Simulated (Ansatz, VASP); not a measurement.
Br in VASP and in Ansatz

```
Br
1.0
     3.42921   -2.36810    0.00000
     3.42921    2.36810    0.00000
     0.00000    0.00000    8.87298
Br
4
Direct
  0.36510 0.63490 0.39010
  0.13490 0.86510 0.89010
  0.63490 0.36510 0.60990
  0.86510 0.13490 0.10990
```

Change from the starting cell: volume scaled by 1.06.

Alike in both runs: task single point; functional PBEsol; k mesh 7 × 7 × 3; occupations fermi-dirac, width 0.05 eV; no spin polarisation.

|  | VASP | Ansatz |
| --- | --- | --- |
| version | VASP 6.6.1 | Ansatz 0.2.0 |
| potentials or method | VASP PAW PBE potentials, release 64 (Br), cutoff 520 eV | all-electron LAPW, scalar-relativistic |

```tsv
	VASP	Ansatz	Ansatz less VASP
gap on the k mesh at the Fermi level (eV)	1.67	1.67	+0.007
least direct gap on the mesh (eV)	1.69	1.69	+0.006
pressure (GPa)	-1.3	-1.3	-0.01
largest component of the traceless stress (GPa)	1.13	1.16	+0.036
rms of the force components (eV/Å)	0.092	0.083	-0.0084
```

Atom by atom the forces differ by 0.012 eV/Å (rms over components). Ansatz ran all-electron here, so the differences hold the error of VASP's frozen core and of both bases.

Caveats: an odd mesh through Γ misses points on the zone boundary, where band edges often lie; the PAW data sets were made with another functional, which shifts forces and pressure a little (VASP).
